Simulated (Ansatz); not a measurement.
# Strain and the gap of NaCl (rocksalt)

NaCl in the rocksalt structure, relaxed with r2SCAN in Ansatz. It is cubic, Fm-3m (No. 225); a = 5.605 Å in the conventional setting, 22.02 Å³ an atom. Na has 6 Cl at 2.80 Å; Cl has 6 Na at 2.80 Å.

The axes x, y and z are those of this cell:
```
CELL_PARAMETERS angstrom
0.00000 2.80270 2.80270
2.80270 0.00000 2.80270
2.80270 2.80270 0.00000
ATOMIC_POSITIONS crystal
Na 0.00000 0.00000 0.00000
Cl 0.50000 0.50000 0.50000
```

Unstrained: PBE gives a direct gap of 5.180 eV at Γ. r2SCAN gives a direct gap of 5.975 eV at Γ. HSE06 gives a direct gap of 6.559 eV at Γ. Meshes: PBE 8×8×8, r2SCAN 8×8×8, HSE06 6×6×6. Strains are changes of length per length. After each strain the atoms were relaxed again with r2SCAN in this cell and within any symmetry left, so distortions that break it or need a larger cell weren't tested; points keep the names that they have in the unstrained zone. No spin polarisation and no zero-point or thermal motion.

Changes of the least gap in eV (an overlap counts as a negative gap):

| strain | volume change (%) | space group | PBE | r2SCAN | HSE06 | G0W0@PBE (mesh) | energy rise, r2SCAN (meV/atom) |
| --- | --- | --- | --- | --- | --- | --- | --- |
| epitaxial -4.0 % in the plane normal to [111], free normal strain +3.28 % | -4.8 | R-3m | +0.051 | +0.058 | +0.060 | +0.03 | 12.2 |
| epitaxial -3.0 % in the plane normal to [111], free normal strain +2.48 % | -3.6 | R-3m | +0.046 | +0.053 | +0.053 | +0.03 | 6.7 |
| epitaxial -2.0 % in the plane normal to [111], free normal strain +1.68 % | -2.3 | R-3m | +0.035 | +0.040 | +0.040 | +0.03 | 3.0 |
| epitaxial -1.0 % in the plane normal to [111], free normal strain +0.88 % | -1.1 | R-3m | +0.017 | +0.021 | +0.020 | +0.02 | 0.8 |
| epitaxial +1.0 % in the plane normal to [111], free normal strain -0.72 % | +1.3 | R-3m | -0.094 | -0.098 | -0.099 | -0.10 | 0.6 |
| epitaxial +2.0 % in the plane normal to [111], free normal strain -1.54 % | +2.4 | R-3m | -0.185 | -0.194 | -0.195 | -0.19 | 2.5 |
| epitaxial +3.0 % in the plane normal to [111], free normal strain -2.36 % | +3.6 | R-3m | -0.275 | -0.289 | -0.289 | -0.29 | 5.5 |
| epitaxial +4.0 % in the plane normal to [111], free normal strain -3.19 % | +4.7 | R-3m | -0.363 | -0.382 | -0.382 | -0.38 | 9.7 |

Unstrained, G0W0@PBE with 183 empty bands, a screening cutoff of 150 eV and a 4×4×4 mesh gives 7.96 eV on its mesh; the band count follows the volume. The G0W0 figures hold for the stated bands, cutoff and mesh and aren't extrapolated.

Epitaxial -4.0 % in the plane normal to [111], free normal strain +3.28 %. HSE06: the gap goes from 6.559 to 6.619 eV (+0.060 eV); with r2SCAN the top three valence levels at Γ, degenerate before, become 2+1 from the top over 330 meV. Stress change with r2SCAN, compression positive: xx +1.51, yy +1.51, zz +1.51, xy -0.77, xz -0.77, yz -0.77 GPa.

Epitaxial -3.0 % in the plane normal to [111], free normal strain +2.48 %. HSE06: the gap goes from 6.559 to 6.612 eV (+0.053 eV); with r2SCAN the top three valence levels at Γ, degenerate before, become 2+1 from the top over 240 meV. Stress change with r2SCAN, compression positive: xx +1.08, yy +1.08, zz +1.08, xy -0.56, xz -0.56, yz -0.56 GPa.

Epitaxial -2.0 % in the plane normal to [111], free normal strain +1.68 %. HSE06: the gap goes from 6.559 to 6.599 eV (+0.040 eV); with r2SCAN the top three valence levels at Γ, degenerate before, become 2+1 from the top over 155 meV. Stress change with r2SCAN, compression positive: xx +0.69, yy +0.69, zz +0.69, xy -0.36, xz -0.36, yz -0.36 GPa.

Epitaxial -1.0 % in the plane normal to [111], free normal strain +0.88 %. HSE06: the gap goes from 6.559 to 6.579 eV (+0.020 eV); with r2SCAN the top three valence levels at Γ, degenerate before, become 2+1 from the top over 76 meV. Stress change with r2SCAN, compression positive: xx +0.32, yy +0.32, zz +0.32, xy -0.18, xz -0.18, yz -0.18 GPa.

Epitaxial +1.0 % in the plane normal to [111], free normal strain -0.72 %. HSE06: the gap goes from 6.559 to 6.460 eV (-0.099 eV); with r2SCAN the top three valence levels at Γ, degenerate before, become 1+2 from the top over 65 meV. Stress change with r2SCAN, compression positive: xx -0.34, yy -0.34, zz -0.34, xy +0.15, xz +0.15, yz +0.15 GPa.

Epitaxial +2.0 % in the plane normal to [111], free normal strain -1.54 %. HSE06: the gap goes from 6.559 to 6.364 eV (-0.195 eV); with r2SCAN the top three valence levels at Γ, degenerate before, become 1+2 from the top over 128 meV. Stress change with r2SCAN, compression positive: xx -0.63, yy -0.63, zz -0.63, xy +0.30, xz +0.30, yz +0.30 GPa.

Epitaxial +3.0 % in the plane normal to [111], free normal strain -2.36 %. HSE06: the gap goes from 6.559 to 6.270 eV (-0.289 eV); with r2SCAN the top three valence levels at Γ, degenerate before, become 1+2 from the top over 186 meV. Stress change with r2SCAN, compression positive: xx -0.91, yy -0.91, zz -0.91, xy +0.44, xz +0.44, yz +0.44 GPa.

Epitaxial +4.0 % in the plane normal to [111], free normal strain -3.19 %. HSE06: the gap goes from 6.559 to 6.177 eV (-0.382 eV); with r2SCAN the top three valence levels at Γ, degenerate before, become 1+2 from the top over 239 meV. Stress change with r2SCAN, compression positive: xx -1.16, yy -1.16, zz -1.16, xy +0.56, xz +0.56, yz +0.56 GPa.

The meshes of the hybrids are coarse, so their gaps aren't converged to the digits shown.

The splittings at Γ are without spin-orbit coupling, which regroups them where it is of like size.
